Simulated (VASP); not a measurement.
# GaP (F-43m): a series in biaxial strain in the (001) plane

Strain engineering needs slopes: what does biaxial strain in the (001) plane do to the lattice and the band edges of GaP?

Main program and level: VASP 6.6.1; LDA; plane waves and PAW (Ga_d, P), in the first sound run; inputs show where later runs differ.

**1. The starting structure**

Symmetry: F-43m, No. 216, cubic system. Conventional cell: a = 5.451 Å, b = 5.451 Å, c = 5.451 Å, α = 90.00°, β = 90.00°, γ = 90.00°. Nearest to Ga lie 4 P at 2.36 Å. Nearest to P lie 4 Ga at 2.36 Å. Farther neighbours are not listed.

As a file:

```cif
data_structure
_symmetry_space_group_name_H-M 'F-43m'
_symmetry_Int_Tables_number 216
_cell_length_a 5.4510
_cell_length_b 5.4510
_cell_length_c 5.4510
_cell_angle_alpha 90.000
_cell_angle_beta 90.000
_cell_angle_gamma 90.000
_cell_volume 161.97
loop_
_atom_site_label
_atom_site_type_symbol
_atom_site_symmetry_multiplicity
_atom_site_Wyckoff_symbol
_atom_site_fract_x
_atom_site_fract_y
_atom_site_fract_z
_atom_site_occupancy
Ga1 Ga 4 a 0.00000 0.00000 0.00000 1
P1 P 4 d 0.25000 0.25000 0.75000 1
```

**2. Relax the crystal, LDA**

The series starts from the cell that this level prefers, so that zero strain is near zero stress.

This step took 2 runs in a row; the last is shown.

Level: LDA; plane waves and PAW (Ga_d, P).

INCAR

```
SYSTEM = GaP
PREC = Accurate
ENCUT = 450
EDIFF = 1E-07
NELM = 120
ISMEAR = 0
SIGMA = 0.02
LREAL = .FALSE.
ALGO = Normal
GGA = CA
NBANDS = 15
LORBIT = 11
LWAVE = .FALSE.
LCHARG = .FALSE.
KPAR = 8
IBRION = 2
NSW = 40
ISIF = 3
EDIFFG = -0.005
POTIM = 0.4
```

POSCAR

```
GaP
1.0
    0.0000000000      2.6961436787      2.6961436787
    2.6961436787      0.0000000000      2.6961436787
    2.6961436787      2.6961436787      0.0000000000
Ga P
1 1
Direct
    0.0000000000      0.0000000000      0.0000000000
    0.2500000000      0.2500000000      0.2500000000
```

KPOINTS

```
Automatic mesh
0
Gamma
10 10 10
0 0 0
```

PAW data sets: Ga_d and P (LDA family, release 64).

Run with:

```sh
mpirun -np 8 vasp_std
```

What it wrote:

```text
[banner, memory and clock lines left out]
running    8 mpi-ranks, on    1 nodes
[...]
|                                                                             |
|           W    W    AA    RRRRR   N    N  II  N    N   GGGG   !!!           |
|           W    W   A  A   R    R  NN   N  II  NN   N  G    G  !!!           |
|           W    W  A    A  R    R  N N  N  II  N N  N  G       !!!           |
|           W WW W  AAAAAA  RRRRR   N  N N  II  N  N N  G  GGG   !            |
|           WW  WW  A    A  R   R   N   NN  II  N   NN  G    G                |
|           W    W  A    A  R    R  N    N  II  N    N   GGGG   !!!           |
|                                                                             |
|     For optimal performance we recommend to set                             |
|       NCORE = 2 up to number-of-cores-per-socket                            |
|     NCORE specifies how many cores store one orbital (NPAR=cpu/NCORE).      |
|     This setting can greatly improve the performance of VASP for DFT.       |
[...]
|     Unfortunately you need to use the default for GW and RPA                |
|     calculations (for HF NCORE is supported but not extensively tested      |
|     yet).                                                                   |
|                                                                             |

 LDA part: xc-table for (Slater(with rela. corr.)+CA(PZ))
 , standard interpolation
 POSCAR, INCAR and KPOINTS ok, starting setup
[...]
entering main loop
       N       E                     dE             d eps       ncg     rms          rms(c)
DAV:   1     0.786215732517E+02    0.78622E+02   -0.84974E+03  1418   0.160E+03
DAV:   2    -0.460074856440E+01   -0.83222E+02   -0.79840E+02  1592   0.311E+02
DAV:   3    -0.106835579556E+02   -0.60828E+01   -0.60583E+01  1809   0.682E+01
DAV:   4    -0.107835863164E+02   -0.10003E+00   -0.10000E+00  1678   0.948E+00
[...]
DAV:  11    -0.104526447172E+02   -0.60947E-05   -0.89449E-06  1772   0.444E-02    0.752E-03
DAV:  12    -0.104526445111E+02    0.20613E-06   -0.51933E-07  1747   0.794E-03    0.506E-03
DAV:  13    -0.104526444864E+02    0.24750E-07   -0.21150E-07  1633   0.470E-03
   1 F= -.10452644E+02 E0= -.10452644E+02  d E =-.104526E+02
[...]
reached required accuracy - stopping structural energy minimisation
```

Run time: 3.6 s. Hardware: 8 MPI ranks of Intel Xeon Platinum 8488C (Sapphire Rapids), shared host; peak memory 1.2 GiB.

The logs omit lines about the potential files and the build; timing stands in the text.

OUTCAR, selected parts (step 2):

```text
  Total       -0.0013632     -0.0013632     -0.0013632      0.0000000     -0.0000000      0.0000000
  in kB       -0.0557208     -0.0557208     -0.0557208      0.0000000     -0.0000000      0.0000000
  external PRESSURE =      -0.0557208 kB  Pullay stress =       0.0000000 kB

 POSITION                                       TOTAL-FORCE (eV/Angst)
 -----------------------------------------------------------------------------------
      0.00000      0.00000      0.00000         0.000000      0.000000      0.000000
      1.34807      1.34807      1.34807        -0.000000     -0.000000     -0.000000
 -----------------------------------------------------------------------------------
    total drift:                                0.000000      0.000000      0.000000

  FREE ENERGIE OF THE ION-ELECTRON SYSTEM (eV)
  ---------------------------------------------------
  free  energy   TOTEN  =       -10.4526444864 eV

  energy  without entropy=      -10.4526444864  energy(sigma->0) =      -10.45264449

 reached required accuracy - stopping structural energy minimisation

[... 3 further parts left out ...]
[key lines of the parts left out:]
E-fermi :   4.9467
```

Read from the output:

- energy(sigma→0) of the program: -10.4526 eV
- stress, compression positive: xx, yy, zz -0.01, -0.01, -0.01 GPa
- volume: 39.198 Å³
- ionic steps: 1

**3. Strain along the normal, LDA**

One member in full: the plane is strained by -0.5 %, and the strain along the normal is moved by secant steps until the normal stress is under 0.012 GPa or five steps are spent; the atoms relax at each step.

This step took 2 runs, each at a new trial strain with the atoms of the one before; the last is shown.

Level: LDA; plane waves and PAW (Ga_d, P); cell typed or built by script.

Edit INCAR of step 2 so:

```diff
@@ -14,7 +14,7 @@
 LCHARG = .FALSE.
-KPAR = 8
-IBRION = 2
-NSW = 40
-ISIF = 3
-EDIFFG = -0.005
-POTIM = 0.4
+KPAR = 2
+IBRION = 1
+NSW = 25
+ISIF = 2
+EDIFFG = -0.004
+POTIM = 0.3
```

POSCAR

```
GaP
1.0
    0.0000000000      2.6826629600      2.7082006730
    2.6826629600      0.0000000000      2.7082006730
    2.6826629600      2.6826629600      0.0000000000
Ga P
1 1
Direct
    0.0000000000      0.0000000000      0.0000000000
    0.2500000000      0.2500000000      0.2500000000
```

KPOINTS is that of step 2.

Run with:

```sh
mpirun -np 2 vasp_std
```

What it wrote:

```text
[banner, memory and clock lines left out]
running    2 mpi-ranks, on    1 nodes
[...]
LDA part: xc-table for (Slater(with rela. corr.)+CA(PZ))
 , standard interpolation
 POSCAR, INCAR and KPOINTS ok, starting setup
[...]
entering main loop
       N       E                     dE             d eps       ncg     rms          rms(c)
DAV:   1     0.745382728605E+02    0.74538E+02   -0.85282E+03  3180   0.160E+03
DAV:   2    -0.500439908355E+01   -0.79543E+02   -0.76051E+02  3466   0.300E+02
DAV:   3    -0.106967654850E+02   -0.56924E+01   -0.56683E+01  3914   0.658E+01
DAV:   4    -0.107855315583E+02   -0.88766E-01   -0.88741E-01  3771   0.892E+00
[...]
DAV:  11    -0.104515796289E+02   -0.60711E-05   -0.92096E-06  3916   0.449E-02    0.770E-03
DAV:  12    -0.104515794124E+02    0.21654E-06   -0.53475E-07  3776   0.815E-03    0.515E-03
DAV:  13    -0.104515793869E+02    0.25520E-07   -0.21940E-07  3591   0.480E-03
   1 F= -.10451579E+02 E0= -.10451579E+02  d E =-.104516E+02
 BRION: g(F)=  0.469E-47 g(S)=  0.000E+00
 reached required accuracy - stopping structural energy minimisation
```

Wall time 18 s (2 MPI ranks); peak memory 0.32 GiB; 28 s of CPU time.

From OUTCAR (step 3):

```text
  Total        0.1825593      0.1825593     -0.0011287      0.0000000      0.0000000      0.0000000
  in kB        7.5036319      7.5036319     -0.0463912      0.0000000      0.0000000      0.0000000
  external PRESSURE =       4.9869575 kB  Pullay stress =       0.0000000 kB

 POSITION                                       TOTAL-FORCE (eV/Angst)
 -----------------------------------------------------------------------------------
      0.00000      0.00000      0.00000         0.000000      0.000000      0.000000
      1.34133      1.34133      1.35410        -0.000000     -0.000000     -0.000000
 -----------------------------------------------------------------------------------
    total drift:                                0.000000      0.000000      0.000000

  FREE ENERGIE OF THE ION-ELECTRON SYSTEM (eV)
  ---------------------------------------------------
  free  energy   TOTEN  =       -10.4515793869 eV

  energy  without entropy=      -10.4515793869  energy(sigma->0) =      -10.45157939

[... 1 part as in an earlier step ...]

[... 3 further parts left out ...]
[key lines of the parts left out:]
E-fermi :   5.0582
```

This run gave:

```
energy(sigma→0) of the program : -10.4516 eV
stress, compression positive   : xx, yy, zz 0.75, 0.75, 0.00 GPa
ionic steps                    : 1
```

**4. Band edges, TB-mBJ with spin-orbit coupling**

Short lines in KPOINTS_OPT sample the zone centre along and across the normal of the plane, for masses, and the other valleys.

Level: TB-mBJ, spin-orbit coupling; plane waves and PAW (Ga_d, P); cell typed or built by script.

TB-mBJ has no energy functional, so the total energy, stress and pressure in this output mean nothing.

INCAR

```
SYSTEM = GaP
PREC = Accurate
ENCUT = 450
EDIFF = 1E-06
NELM = 150
ISMEAR = 0
SIGMA = 0.02
LREAL = .FALSE.
ALGO = Normal
METAGGA = MBJ
LASPH = .TRUE.
LNONCOLLINEAR = .TRUE.
MAGMOM = 0 0 0 0 0 0
NBANDS = 28
GGA_COMPAT = .FALSE.
LSORBIT = .TRUE.
LWAVE = .FALSE.
LCHARG = .FALSE.
KPAR = 2
```

POSCAR is that of step 3.

KPOINTS

```
Automatic mesh
0
Gamma
8 8 8
0 0 0
```

KPOINTS_OPT

```
Line mode
6
Line-mode
Reciprocal
  0.00000000   0.00000000   0.00000000
  0.02155118   0.02155118   0.00000000

  0.00000000   0.00000000   0.00000000
  0.00000000  -0.02134795  -0.02134795

  0.31000000   0.31000000   0.00000000
  0.50000000   0.50000000   0.00000000

  0.00000000   0.31000000   0.31000000
  0.00000000   0.50000000   0.50000000

  0.45000000   0.45000000   0.45000000
  0.50000000   0.50000000   0.50000000

  0.45000000   0.00000000   0.00000000
  0.50000000   0.00000000   0.00000000

  0.42500000   0.42500000   0.00000000
  0.42500000   0.44634795   0.02134795

  0.50000000   0.50000000   0.50000000
  0.48490472   0.51509528   0.50000000
```

Run with:

```sh
mpirun -np 2 vasp_ncl
```

What it wrote:

```text
[banner, memory and clock lines left out]
running    2 mpi-ranks, on    1 nodes
[...]
|                                                                             |
|               ----> ADVICE to this user running VASP <----                  |
|                                                                             |
|     You enforced a specific xc type in the INCAR file but a different       |
|     [... a line on the potential file left out ...]
|     I HOPE YOU KNOW WHAT YOU ARE DOING!                                     |
|                                                                             |

 LDA part: xc-table for (None), standard interpolation
 POSCAR, INCAR and KPOINTS ok, starting setup
[...]
entering main loop
       N       E                     dE             d eps       ncg     rms          rms(c)
DAV:   1     0.930693142745E+02    0.93069E+02   -0.78218E+03  5260   0.173E+03
DAV:   2    -0.163385456245E+02   -0.10941E+03   -0.10398E+03  5260   0.395E+02
DAV:   3    -0.294104134654E+02   -0.13072E+02   -0.12879E+02  5752   0.109E+02
DAV:   4    -0.298065904450E+02   -0.39618E+00   -0.39506E+00  6040   0.195E+01
[...]
DAV:  27    -0.282160293988E+02   -0.47543E-05   -0.12879E-09  2672   0.359E-04    0.189E-04
DAV:  28    -0.282160195438E+02    0.98550E-05   -0.57168E-10  2656   0.241E-04    0.824E-05
DAV:  29    -0.282160205277E+02   -0.98386E-06   -0.29251E-10  2648   0.160E-04
   1 F= -.28216021E+02 E0= -.28216021E+02  d E =-.150590E-19  mag=    -0.0000     0.0000     0.0000
 Start KPOINTS_OPT (optional k-point list driver)
k-point batch [1-48\48]
       N       E                     dE             ncg
DAV:   1     0.185525190623E+04   -0.17036E+05     2852
DAV:   2    -0.363354503585E+04   -0.54888E+04     2788
DAV:   3    -0.433528807649E+04   -0.70174E+03     3316
DAV:   4    -0.435646280612E+04   -0.21175E+02     3128
DAV:   5    -0.435692284879E+04   -0.46004E+00     3464
DAV:   6    -0.435694146952E+04   -0.18621E-01     3828
DAV:   7    -0.435694175876E+04   -0.28925E-03     3636
DAV:   8    -0.435694176067E+04   -0.19075E-05     2592
DAV:   9    -0.435694176094E+04   -0.27225E-06     2164
```

Run time: 3.5 min. Hardware: 2 MPI ranks; peak memory 0.77 GiB.

OUTCAR, selected parts (step 4):

```text
  LATTYP: Found a body centered tetragonal cell.
 ALAT       =     3.7938583413
 C/A-ratio  =     1.4276762227

 Subroutine GETGRP returns: Found  8 space group operations
 (whereof  8 operations were pure point group operations)

The static configuration has the point symmetry D_2d.

 Found     87 irreducible k-points:

   k-points           NKPTS =     87   k-points in BZ     NKDIM =     87   number of bands    NBANDS=     28

   dimension x,y,z NGX =    28 NGY =   28 NGZ =   28
   dimension x,y,z NGXF=    56 NGYF=   56 NGZF=   56

   ENCUT  =  450.0 eV  33.07 Ry    5.75 a.u.   6.59  6.59  6.56*2*pi/ulx,y,z

   NELECT =      18.0000    total number of electrons

 E-fermi :   5.1584

 k-point     1 :       0.0000    0.0000    0.0000
  band No.  band energies     occupation
    ...
     14       4.9301      1.00000
     15       5.0122      1.00000
     16       5.0122      1.00000
     17       5.0402      1.00000
     18       5.0402      1.00000
     19       8.2540      0.00000
     20       8.2540      0.00000
     21       9.4861      0.00000
     22       9.4861      0.00000
     23       9.6501      0.00000
    ...

 k-point     2 :       0.1250   -0.0000    0.0000
  band No.  band energies     occupation
    ...
     14       3.5756      1.00000
     15       4.7417      1.00000
     16       4.7422      1.00000
     17       4.8132      1.00000
     18       4.8165      1.00000
     19       8.6159      0.00000
     20       8.6165      0.00000
     21       9.8833      0.00000
     22       9.8918      0.00000
     23      10.0020      0.00000
    ...

  Total      -93.2588556    -93.2588556    -93.5767733      0.0000000      0.0000000      0.0000000
  in kB    -3833.1657692  -3833.1657692  -3846.2329599      0.0000000      0.0000000      0.0000000
  external PRESSURE =   -3837.5214994 kB  Pullay stress =       0.0000000 kB

 POSITION                                       TOTAL-FORCE (eV/Angst)
 -----------------------------------------------------------------------------------
      0.00000      0.00000      0.00000        -0.000000     -0.000000      0.000000
      1.34133      1.34133      1.35410         0.000000      0.000000     -0.000000
 -----------------------------------------------------------------------------------
    total drift:                                0.000001      0.000001      0.000001

  FREE ENERGIE OF THE ION-ELECTRON SYSTEM (eV)
  ---------------------------------------------------
  free  energy   TOTEN  =       -28.2160205277 eV

  energy  without entropy=      -28.2160205277  energy(sigma->0) =      -28.21602053

 Spin-Orbit-Coupling matrix elements
 Ion:    1  E_soc:     -0.0112851
 Ion:    2  E_soc:     -0.0009356

[... 1 part as in an earlier step ...]

[... 7 further parts left out ...]
```

**5. Band edges, r2SCAN with spin-orbit coupling**

Short lines in KPOINTS_OPT sample the zone centre along and across the normal of the plane, for masses, and the other valleys.

Level: r2SCAN, spin-orbit coupling; plane waves and PAW (Ga_d, P); cell typed or built by script.

Edit INCAR of step 4 so:

```diff
@@ -4,3 +4,3 @@
 EDIFF = 1E-06
-NELM = 150
+NELM = 100
 ISMEAR = 0
@@ -9,3 +9,3 @@
 ALGO = Normal
-METAGGA = MBJ
+METAGGA = R2SCAN
 LASPH = .TRUE.
```

POSCAR is that of step 4.

KPOINTS is that of step 4.

KPOINTS_OPT is that of step 4.

Run with:

```sh
mpirun -np 2 vasp_ncl
```

What it wrote:

```text
[banner, memory and clock lines left out]
running    2 mpi-ranks, on    1 nodes
[...]
[... a notice as in an earlier step ...]

 LDA part: xc-table for (None), standard interpolation
 POSCAR, INCAR and KPOINTS ok, starting setup
[...]
entering main loop
       N       E                     dE             d eps       ncg     rms          rms(c)
DAV:   1    -0.523028463875E+02   -0.52303E+02   -0.81401E+03  5308   0.181E+03
DAV:   2    -0.167606863252E+03   -0.11530E+03   -0.10968E+03  5264   0.422E+02
DAV:   3    -0.181875595479E+03   -0.14269E+02   -0.14069E+02  5860   0.115E+02
DAV:   4    -0.182325826850E+03   -0.45023E+00   -0.44891E+00  5892   0.216E+01
[...]
DAV:  12    -0.180082107198E+03    0.28060E-07   -0.16217E-05  5244   0.436E-02    0.494E-03
DAV:  13    -0.180082108269E+03   -0.10710E-05   -0.95113E-07  4340   0.179E-02    0.204E-03
DAV:  14    -0.180082108860E+03   -0.59010E-06   -0.14351E-07  3092   0.412E-03
   1 F= -.18008211E+03 E0= -.18008211E+03  d E =-.853444E-18  mag=    -0.0000     0.0000     0.0000
 Start KPOINTS_OPT (optional k-point list driver)
k-point batch [1-48\48]
       N       E                     dE             ncg
DAV:   1     0.164078293928E+04   -0.17250E+05     2852
DAV:   2    -0.396291498141E+04   -0.56037E+04     2768
DAV:   3    -0.469942371345E+04   -0.73651E+03     3332
DAV:   4    -0.472316410177E+04   -0.23740E+02     3148
DAV:   5    -0.472376017716E+04   -0.59608E+00     3544
DAV:   6    -0.472378609200E+04   -0.25915E-01     3872
DAV:   7    -0.472378634704E+04   -0.25504E-03     3576
DAV:   8    -0.472378635148E+04   -0.44400E-05     2912
DAV:   9    -0.472378635184E+04   -0.35622E-06     2164
```

Wall time 8.7 min (2 MPI ranks); peak memory 0.77 GiB; 14 min of CPU time.

From OUTCAR (step 5):

```text
  Total        0.8690553      0.8690553      0.6757113      0.0000000     -0.0000000      0.0000000
  in kB       35.7202879     35.7202879     27.7733769      0.0000000     -0.0000000      0.0000000
  external PRESSURE =      33.0713176 kB  Pullay stress =       0.0000000 kB

 POSITION                                       TOTAL-FORCE (eV/Angst)
 -----------------------------------------------------------------------------------
      0.00000      0.00000      0.00000         0.000000      0.000000      0.000000
      1.34133      1.34133      1.35410        -0.000000     -0.000000     -0.000000
 -----------------------------------------------------------------------------------
    total drift:                               -0.000004     -0.000004     -0.000003

  FREE ENERGIE OF THE ION-ELECTRON SYSTEM (eV)
  ---------------------------------------------------
  free  energy   TOTEN  =      -180.0821088596 eV

  energy  without entropy=     -180.0821088596  energy(sigma->0) =     -180.08210886

[... 2 parts as in an earlier step ...]

[... 1 further part left out ...]
[key lines of the parts left out:]
E-fermi :   5.0947
```

Numbers from this step:

| Property | Result |
| --- | --- |
| energy(sigma→0) of the program | -180.0821 eV |
| stress, compression positive | xx, yy, zz 3.57, 3.57, 2.78 GPa |

The run ends at a pressure of 3.31 GPa.

[end of part 1 of 2]

[Lines on the potential files, build, host, timing and source positions are cut from VASP's logs without a mark.]

[Logs are printed without paths, hosts, clocks, repeated set-up lines and the standing remarks that a program may print on its own settings, such as how far it seeks lower states.]

[Hosts, paths, dates, database ids (printed as entryN), source tags and the programs' standing remarks are cut or masked in the printed files.]

[In band tables of VASP the shares of atoms and orbitals are scaled to a sum of 1 inside the atoms' spheres.]
